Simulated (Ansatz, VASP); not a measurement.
# Two plane-wave programs on AlN

```xyz
2
Lattice="0.0000 2.0928 2.0928 2.0928 0.0000 2.0928 2.0928 2.0928 0.0000" Properties=species:S:1:pos:R:3 pbc="T T T"
Al    2.0928    2.0928    2.0928
N     0.0000    0.0000    0.0000
```

Alike in both runs: task single point; functional PBE; k mesh 10 × 10 × 10; occupations gaussian, width 0.02 eV; no spin polarisation.

|  | VASP | Ansatz |
| --- | --- | --- |
| version | VASP 6.6.1 | Ansatz 0.2.0 |
| potentials or method | VASP PAW PBE potentials, release 64 (Al, N) | scalar-relativistic, plane waves, PAW |
| plane-wave cutoff (eV) | 520 | 420 |
| valence electrons in the cell | 8 | 8 |

Ansatz gave:

* gap on the k mesh at the Fermi level (eV): 3.67
* least direct gap on the mesh (eV): 4.25
* pressure (GPa): -17.8

**Question.** Estimate VASP's values.

**Answer.** gap on the k mesh at the Fermi level (eV): 3.65; least direct gap on the mesh (eV): 4.26; pressure (GPa): -18.0.

Caveats: so large a pressure means that the cell lies far from this level's equilibrium, or that cutoff or potentials fall short (VASP). A k mesh can miss the band edges.
